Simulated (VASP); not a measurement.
Crystal: CO2.

```
C O
1.0
    -1.77590    1.77590    2.95920
     1.77590   -1.77590    2.95920
     1.77590    1.77590   -2.95920
C O
2 4
Direct
  0.00000 0.00000 0.00000
  0.75000 0.25000 0.50000
  0.37500 0.33900 0.46400
  0.66100 0.12500 0.03600
  0.87500 0.91100 0.53600
  0.08900 0.62500 0.96400
```

```yaml
Program: VASP 6.6.1
Task: relaxation of cell and atoms
Functional: r2SCAN
Potentials_or_basis: VASP PAW PBE potentials, release 64 (C, O)
Cutoff: 600 eV
k_mesh: 12 × 12 × 12
Occupations: gaussian, width 0.03 eV
Spin: no spin polarisation
```

At the start: pressure 31.7 GPa; volume 6.22 Å³/atom.

Problem. Where does the relaxation end?

Solution. Over 12 steps the energy falls by 184.7 meV/atom and the volume is 7.62 Å³/atom (+22.4 %); space group I-42d (No. 122, to 0.05 Å).

The path:
| step | energy change (eV) | largest force (eV/Å) | pressure (GPa) | volume (Å³) |
| --- | --- | --- | --- | --- |
| 1 | 0.0000 | 1.5862 | 31.70 | 37.33 |
| 2 | -0.8084 | 1.3428 | -9.94 | 44.38 |
| 3 | -0.8103 | 1.3481 | -7.99 | 43.89 |
| 4 | -0.9049 | 0.9355 | 11.37 | 43.67 |
| 5 | -0.9608 | 0.0700 | 3.51 | 43.75 |
| 6 | -1.0378 | 0.0576 | 1.54 | 44.61 |
| 7 | -1.0974 | 0.0706 | -2.74 | 46.65 |
| 8 | -1.1002 | 0.0704 | -1.90 | 46.26 |
| 9 | -1.1059 | 0.1625 | 1.63 | 45.57 |
| 10 | -1.1062 | 0.1447 | 0.96 | 45.70 |
| 11 | -1.1057 | 0.1553 | -1.20 | 45.69 |
| 12 | -1.1081 | 0.0048 | -0.05 | 45.70 |

Final structure:
```
C O
1.0
    -1.96097    1.96097    2.97078
     1.96097   -1.96097    2.97078
     1.96097    1.96097   -2.97078
C O
2 4
Direct
  0.00000 0.00000 0.00000
  0.75000 0.25000 0.50000
  0.37500 0.29237 0.41737
  0.70763 0.12500 0.08263
  0.87500 0.95763 0.58263
  0.04237 0.62500 0.91737
```

Caveat: the volume moved by over 15 % at a fixed basis, so the end points are rough; the PAW data sets were made with another functional, which shifts forces and pressure a little; the volume moved by +22 % from the deposited cell, more than functionals usually miss.
